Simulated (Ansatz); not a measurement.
Hf:

```
Hf
1.0
     3.19670    0.00000    0.00000
    -1.59835    2.76842    0.00000
     0.00000    0.00000    5.05780
Hf
2
Direct
  0.66667 0.33333 0.75000
  0.33333 0.66667 0.25000
```

Base run:

| Item | Value |
| --- | --- |
| Program | Ansatz 0.2.0 |
| Functional | revPBE |
| Potentials or basis | Ansatz PAW |
| Cutoff | 420 eV (not typed: the program's choice for these potentials) |
| k mesh | 10 × 10 × 5 |
| Occupations | fermi-dirac, width 0.05 eV |
| Spin | no spin polarisation |

Its results: band gap on the k mesh none (metal or under the smearing width); pressure 2.7 GPa.

Task: After a change of settings the same cell gave: band gap on the k mesh none (metal or under the smearing width); pressure 3.5 GPa. Which change was it?
A. functional from revPBE to PBEsol
B. functional from revPBE to RPBE
C. functional from revPBE to LDA

Result: B.

Caveats: spin-orbit coupling is left out, which moves the levels of the heavy elements; the PAW data sets come from PBE, with cores solved anew for the run's functional, which leaves a small shift of forces and pressure.

Runs at the PBE level aren't shown here.
